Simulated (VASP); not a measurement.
TiB2: single point with PBE

Crystal: TiB2.

```
CELL_PARAMETERS angstrom
3.03204 0.00000 0.00000
-1.51602 2.62583 0.00000
0.00000 0.00000 3.22342
ATOMIC_POSITIONS crystal
Ti 0.00000 0.00000 0.00000
B 0.33333 0.66667 0.50000
B 0.66667 0.33333 0.50000
```

- Program: VASP 6.6.1
- Task: single point
- Functional: PBE
- Potentials or basis: VASP PAW PBE potentials, release 64 (Ti_sv, B)
- Cutoff: 520 eV
- k mesh: 15 × 15 × 14
- Occupations: gaussian, width 0.1 eV
- Spin: no spin polarisation
- Dipole correction: no
- Further INCAR settings: ALGO = Normal; EDIFF = 1e-07; NBANDS = 16

| Property | Result |
| --- | --- |
| Pressure | 0.2 GPa |
| Band gap on the k mesh | none (metal or under the smearing width) |

Levels at points of the mesh, in eV from the Fermi level:
```csv
k point,band 5,band 6,band 7,band 8,band 9,band 10,band 11,band 12,band 13,band 14
"(0.00, 0.00, 0.00)",-13.53,-2.64,-2.64,-2.33,-2.13,1.86,1.86,3.64,3.64,5.72
"(0.00, 0.00, 0.50)",-11.60,-7.63,-0.59,-0.59,-0.22,-0.22,0.41,0.41,1.63,6.50
```

Run time: 39 s on 1 thread of Intel(R) Xeon(R) Platinum 8488C (Sapphire Rapids) (shared host), peak memory 0.2 GiB.
